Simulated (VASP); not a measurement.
# Hf (Fm-3m) in VASP: notebook

Aim: see how the results for Hf move with the level of theory and the settings. Levels: r2SCAN, PBE. Tasks: single point.

Everything below comes from runs of VASP 6.6.1. Logs are shortened: lines on timing, memory, paths and dates and some standing lists are left out, and cuts for length are marked.

### 1 The structure

Symmetry: Fm-3m, No. 225, cubic system. Conventional cell: a = 4.478 Å, b = 4.478 Å, c = 4.478 Å, α = 90.00°, β = 90.00°, γ = 90.00°. Hf (site symmetry m-3m) has 12 Hf at 3.17 Å as nearest neighbours.

The cell was built by a generator and needn't be a form met in nature.

### 2 Single point, r2SCAN

File POSCAR:

```
Hf
1.0
    0.0000000000      2.2389399613      2.2389399613
    2.2389399613      0.0000000000      2.2389399613
    2.2389399613      2.2389399613      0.0000000000
Hf
1
Direct
    0.0000000000      0.0000000000      0.0000000000
```

File INCAR.step1:

```
SYSTEM = Hf
ALGO = Normal ; EDIFF = 1E-4
ENCUT = 520 ; GGA = PE
ISMEAR = -5 ; LASPH = .TRUE.
LCHARG = .FALSE. ; LMAXMIX = 4
LREAL = .FALSE. ; LWAVE = .TRUE.
NELM = 100 ; PREC = Accurate
SIGMA = 0.05
```

File INCAR.step2:

```
SYSTEM = Hf
ALGO = Normal ; EDIFF = 1E-7
ENCUT = 520 ; ISIF = 2
ISMEAR = 0 ; ISTART = 1
LASPH = .TRUE. ; LCHARG = .FALSE.
LMAXMIX = 4 ; LMIXTAU = .TRUE.
LORBIT = 11 ; LREAL = .FALSE.
LWAVE = .FALSE. ; METAGGA = R2SCAN
NELM = 100 ; PREC = Accurate
SIGMA = 0.05
```

File KPOINTS:

```
k-points
0
G
  16 16 16
  0 0 0
```

Potentials or basis: VASP PAW PBE potentials, release 64 (Hf_pv).

Launch:

```console
$ cat potpaw_PBE.64/Hf_pv/POTCAR > POTCAR
$ cp INCAR.step1 INCAR
$ mpirun -np 1 vasp_std > vasp.out
$ cp INCAR.step2 INCAR
$ mpirun -np 1 vasp_std > vasp.out
```

OUTCAR:

```text
SYSTEM = Hf
   EDIFF = 1E-7
   ENCUT = 520
   ISIF = 2
   ISMEAR = 0
   ISTART = 1
   LASPH = .TRUE.
   LORBIT = 11
   LREAL = .FALSE.
   METAGGA = R2SCAN
   NELM = 100
   PREC = Accurate

 ion  position               nearest neighbor table
   1  0.000  0.000  0.000-

  LATTYP: Found a face centered cubic cell.
 ALAT       =     4.4778799226

  Lattice vectors:

 A1 = (   0.0000000000,   2.2389399613,   2.2389399613)
 A2 = (   2.2389399613,   0.0000000000,   2.2389399613)
 A3 = (   2.2389399613,   2.2389399613,   0.0000000000)

Analysis of symmetry for initial positions (statically):
=====================================================================
 Subroutine PRICEL returns:
 Original cell was already a primitive cell.

 Routine SETGRP: Setting up the symmetry group for a
 face centered cubic supercell.

 Subroutine GETGRP returns: Found 48 space group operations
 (whereof 48 operations were pure point group operations)
 out of a pool of 48 trial point group operations.

The static configuration has the point symmetry O_h .

Analysis of symmetry for dynamics (positions and initial velocities):
=====================================================================
 Subroutine PRICEL returns:
 Original cell was already a primitive cell.

 Routine SETGRP: Setting up the symmetry group for a
 face centered cubic supercell.

 Subroutine GETGRP returns: Found 48 space group operations
 (whereof 48 operations were pure point group operations)
 out of a pool of 48 trial point group operations.

The dynamic configuration has the point symmetry O_h .

 Subroutine INISYM returns: Found 48 space group operations
 (whereof 48 operations are pure point group operations),
 and found     1 'primitive' translations

----------------------------------------------------------------------------------------

                                     Primitive cell

  volume of cell :      22.4469

  direct lattice vectors                    reciprocal lattice vectors
     0.000000000  2.238939961  2.238939961    -0.223319968  0.223319968  0.223319968
     2.238939961  0.000000000  2.238939961     0.223319968 -0.223319968  0.223319968
     2.238939961  2.238939961  0.000000000     0.223319968  0.223319968 -0.223319968

  length of vectors
     3.166339259  3.166339259  3.166339259     0.386801531  0.386801531  0.386801531

  position of ions in fractional coordinates (direct lattice)
     0.000000000  0.000000000  0.000000000

  ion indices of the primitive-cell ions
   primitive index   ion index
                 1           1

----------------------------------------------------------------------------------------

 KPOINTS: k-points

Automatic generation of k-mesh.
 Grid dimensions read from file:
 generate k-points for:   16   16   16

 Generating k-lattice:

  Cartesian coordinates                     Fractional coordinates (reciprocal lattice)
    -0.013957498  0.013957498  0.013957498     0.062500000  0.000000000  0.000000000
     0.013957498 -0.013957498  0.013957498     0.000000000  0.062500000  0.000000000
     0.013957498  0.013957498 -0.013957498     0.000000000  0.000000000  0.062500000

  Length of vectors
     0.024175096  0.024175096  0.024175096

  Shift w.r.t. Gamma in fractional coordinates (k-lattice)
     0.000000000  0.000000000  0.000000000

 Subroutine IBZKPT returns following result:
 ===========================================

 Found    145 irreducible k-points:

 Following reciprocal coordinates:
            Coordinates               Weight
  0.000000  0.000000  0.000000      1.000000
  0.062500  0.000000  0.000000      8.000000
  0.125000  0.000000  0.000000      8.000000
  0.187500  0.000000  0.000000      8.000000
  0.250000  0.000000  0.000000      8.000000
  0.312500  0.000000  0.000000      8.000000
[... 16 lines left out ...]
 -0.125000  0.062500  0.000000     24.000000
 -0.062500  0.062500  0.000000     12.000000
 [... further k-points ...]
   k-points           NKPTS =    145   k-points in BZ     NKDIM =    145   number of bands    NBANDS=      9
   number of dos      NEDOS =    301   number of ions     NIONS =      1
   total plane-waves  NPLWV =  13824
   dimension x,y,z NGX =    24 NGY =   24 NGZ =   24
   dimension x,y,z NGXF=    48 NGYF=   48 NGZF=   48
   ions per type =               1
   NGX,Y,Z   is equivalent  to a cutoff of  12.60, 12.60, 12.60 a.u.
   NGXF,Y,Z  is equivalent  to a cutoff of  25.20, 25.20, 25.20 a.u.
 SYSTEM =  Hf
   PREC   = accura    normal or accurate (medium, high low for compatibility)
   ISTART =      1    job   : 0-new  1-cont  2-samecut
   ICHARG =      0    charge: 1-file 2-atom 10-const
   ISPIN  =      1    spin polarized calculation?
   LNONCOLLINEAR =      F non collinear calculations
   LSORBIT =      F    spin-orbit coupling
   LASPH  =      T    aspherical Exc in radial PAW
   ENCUT  =  520.0 eV  38.22 Ry    6.18 a.u.   5.89  5.89  5.89*2*pi/ulx,y,z
   NELM   =    100;   NELMIN=  2; NELMDL=  0     # of ELM steps
   EDIFF  = 0.1E-06   stopping-criterion for ELM
   LREAL  =      F    real-space projection
   EDIFFG = 0.1E-05   stopping-criterion for IOM
   NSW    =      0    number of steps for IOM
   IBRION =     -1    ionic relax: 0-MD 1-quasi-New 2-CG
   NFREE  =      0    steps in history (QN), initial steepest desc. (CG)
   ISIF   =      2    stress and relaxation
   ISYM   =      2    0-nonsym 1-usesym 2-fastsym
   POTIM  = 0.5000    time-step for ionic-motion
   TEBEG  =    0.0;   TEEND  =   0.0 temperature during run
   PSTRESS=    0.0 pullay stress
   NELECT =      10.0000    total number of electrons
   NUPDOWN=      -1.0000    fix difference up-down
   EMIN   =  10.00;   EMAX   =-10.00  energy-range for DOS
   EFERMI =   0.00;   METHOD = LEGACY
   ISMEAR =     0;   SIGMA  =   0.05  broadening in eV -4-tet -1-fermi 0-gaus
   EFERMI_NEDOS =   21; number of points for ismear=-14 and -15
   IALGO  =     38    algorithm
   IMIX   =      4    mixing-type and parameters
     AMIX     =   0.40;   BMIX     =  1.00
     AMIX_MAG =   1.60;   BMIX_MAG =  1.00
  volume/ion in A,a.u.               =      22.45       151.48
  Fermi-wavevector in a.u.,A,eV,Ry     =   1.250323  2.362769 21.270107  1.563309
  Thomas-Fermi vector in A             =   2.384323
   LORBIT       =     11    0 simple, 1 ext, 2 COOP (PROOUT), +10 PAW based schemes
   METAGGA = R2SCAN    functional components
   LHFCALC =     F    Hartree Fock is set to
   AEXX    =    0.0000 exact exchange contribution
   IVDW    =     0    specifies the selected vdW correction
   LEPSILON=     F    determine dielectric tensor
   LRPA    =     F    only Hartree local field effects (RPA)
 non-spin polarized calculation
 Gauss-broadening in eV      SIGMA  =   0.05
  energy-cutoff  :      520.00
  volume of cell :       22.45
 maximum number of plane-waves:       620
   NGX = 11   NGY = 11   NGZ = 11

 number of electron       9.9999999 magnetization

 Free energy of the ion-electron system (eV)
  ---------------------------------------------------
  ext. energy  EPLUGINS =         0.00000000
  ---------------------------------------------------
  free energy    TOTEN  =       -45.06452057 eV

  energy without entropy =      -45.06218803  energy(sigma->0) =      -45.06335430

 E-fermi :   4.5767     XC(G=0): -12.1555

 val. band max:        4.5716157781   @ k =  -0.4375   0.3125   0.1250
 cond. band min:       4.5857184783   @ k =  -0.2500   0.0625   0.0000
 fundamental gap:      0.0141027002
 Fermi energy:         4.5767208832

 k-point     1 :       0.0000    0.0000    0.0000
  band No.  band energies     occupation
      1     -26.5493      2.00000
      2     -26.5493      2.00000
      3     -26.5493      2.00000
      4      -2.9595      2.00000
      5       6.1840      0.00000
      6       6.1840      0.00000
      7       6.1840      0.00000
      8       9.1674      0.00000
      9       9.1674      0.00000

 k-point     2 :       0.0625    0.0000    0.0000
  band No.  band energies     occupation
      1     -26.5830      2.00000
      2     -26.5535      2.00000
      3     -26.5535      2.00000
      4      -2.8181      2.00000
      5       6.0289      0.00000
      6       6.2520      0.00000
      7       6.2520      0.00000
      8       9.0902      0.00000
      9       9.0902      0.00000

 k-point     3 :       0.1250    0.0000    0.0000
  band No.  band energies     occupation
      1     -26.6780      2.00000
      2     -26.5654      2.00000
      3     -26.5654      2.00000
      4      -2.4085      2.00000
      5       5.6364      0.00000
      6       6.4221      0.00000
      7       6.4221      0.00000
      8       8.9263      0.00000
      9       8.9263      0.00000

 k-point     4 :       0.1875    0.0000    0.0000
  band No.  band energies     occupation
      1     -26.8176      2.00000
      2     -26.5833      2.00000
      3     -26.5833      2.00000
      4      -1.7756      2.00000
      5       5.1600      0.00000
      6       6.5787      0.00000
      7       6.5787      0.00000
      8       8.8642      0.00000
      9       8.8642      0.00000
[... 205 lines left out ...]
 k-point    22 :      -0.1875    0.0625    0.0000
  band No.  band energies     occupation
      1     -26.8768      2.00000
      2     -26.6211      2.00000
      3     -26.5814      2.00000
      4      -1.4137      2.00000
      5       4.9307      0.00000
      6       6.5299      0.00000
      7       6.7277      0.00000
      8       8.4111      0.00000
      9       9.3691      0.00000

 k-point    23 :      -0.1250    0.0625    0.0000
  band No.  band energies     occupation
      1     -26.7342      2.00000
      2     -26.5963      2.00000
      3     -26.5647      2.00000
      4      -2.1009      2.00000
      5       5.3742      0.00000
      6       6.5049      0.00000
      7       6.5683      0.00000
      8       8.5049      0.00000
      9       9.1764      0.00000

 k-point    24 :      -0.0625    0.0625    0.0000
  band No.  band energies     occupation
      1     -26.6302      2.00000
      2     -26.5725      2.00000
      3     -26.5549      2.00000
      4      -2.5871      2.00000
      5       5.7877      0.00000
      6       6.3570      0.00000
      7       6.3673      0.00000
      8       8.8092      0.00000
      9       9.1513      0.00000

 [... further k-points ...]

------------------------ aborting loop because EDIFF is reached ----------------------------------------

  FORCE on cell =-STRESS in cart. coord.  units (eV):
  Direction    XX          YY          ZZ          XY          YZ          ZX
  --------------------------------------------------------------------------------------
  -------------------------------------------------------------------------------------
  Total       -0.0495659     -0.0495659     -0.0495659      0.0000000      0.0000000      0.0000000
  in kB       -3.5378215     -3.5378215     -3.5378215      0.0000000      0.0000000      0.0000000
  external PRESSURE =      -3.5378215 kB  Pullay stress =       0.0000000 kB

 VOLUME and BASIS-vectors are now :
 -----------------------------------------------------------------------------
  energy-cutoff  :      520.00
  volume of cell :       22.45
      direct lattice vectors                 reciprocal lattice vectors
     0.000000000  2.238939961  2.238939961    -0.223319968  0.223319968  0.223319968
     2.238939961  0.000000000  2.238939961     0.223319968 -0.223319968  0.223319968
     2.238939961  2.238939961  0.000000000     0.223319968  0.223319968 -0.223319968

 POSITION                                       TOTAL-FORCE (eV/Angst)
 -----------------------------------------------------------------------------------
      0.00000      0.00000      0.00000        -0.000000      0.000000     -0.000000
 -----------------------------------------------------------------------------------
    total drift:                                0.000000      0.000000      0.000000

  FREE ENERGIE OF THE ION-ELECTRON SYSTEM (eV)
  ---------------------------------------------------
  free  energy   TOTEN  =       -45.0645205659 eV

  energy  without entropy=      -45.0621880337  energy(sigma->0) =      -45.06335430

 total charge

# of ion       s       p       d       tot
------------------------------------------
    1        0.397   6.429   1.510   8.337
```

It took 54 s on 1 thread of Intel Xeon Platinum 8488C (Sapphire Rapids), shared host; peak memory 0.16 GiB.

What came out:

```yaml
Free_energy: -45.0645 eV
Pressure: -0.4 GPa
Band_gap_on_the_k_mesh: none (metal or under the smearing width)
Valence_electrons_inside_the_program's_atomic_spheres: Hf 8.34
```

Caveat: the PAW data sets were made with another functional, which shifts forces and pressure a little. Spin-orbit coupling is left out, which matters for the levels of Hf.

[end of part 1 of 2]
